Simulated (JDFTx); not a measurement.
V under changes of volume

One of the cells (13.891 Å³/atom); the others are scaled copies at fixed shape and fractional positions:

```
V
1.0
    -1.51435    1.51435    1.51435
     1.51435   -1.51435    1.51435
     1.51435    1.51435   -1.51435
V
1
Direct
  0.00000 0.00000 0.00000
```

| Item | Value |
| --- | --- |
| Program | JDFTx 1.7.0 (patched build) |
| Functional | PBEsol |
| Potentials or basis | PseudoDojo-SR-PBEsol-0.4.1-standard with smoothed tails |
| Cutoff | 1143 eV |
| Density cutoff | 4572 eV |
| k mesh | 12 × 12 × 12 |
| Occupations | fermi-dirac, width 0.05 eV |
| Spin | collinear spin, ferromagnetic start |
| Starting moments | [2.0] μB |

```tsv
volume (Å³/atom)	energy over the lowest point (meV/atom)	pressure (GPa)
13.058	0.00	-1.6
13.336	?	?
13.613	18.52	-8.9
13.891	36.63	-12.0
14.169	59.99	-14.8
14.447	88.08	-17.4
14.725	120.40	-19.6
```

Problem. What does the run at 13.336 Å³/atom give?

Solution. Energy over the lowest point 6.14 meV/atom; pressure -5.4 GPa.

Worked out: A Birch-Murnaghan fit of order 3 (a polynomial in V^(-2/3)) to the other rows has its minimum at 12.95 Å³/atom, just outside them, with B0 = V·E''(V) = 194 GPa and B' = 3.6. It gives 6.12 meV/atom at 13.336 Å³/atom, against the run's 6.14, and -dE/dV = -5.4 GPa, against -5.4.

Energies are extrapolated to zero smearing.
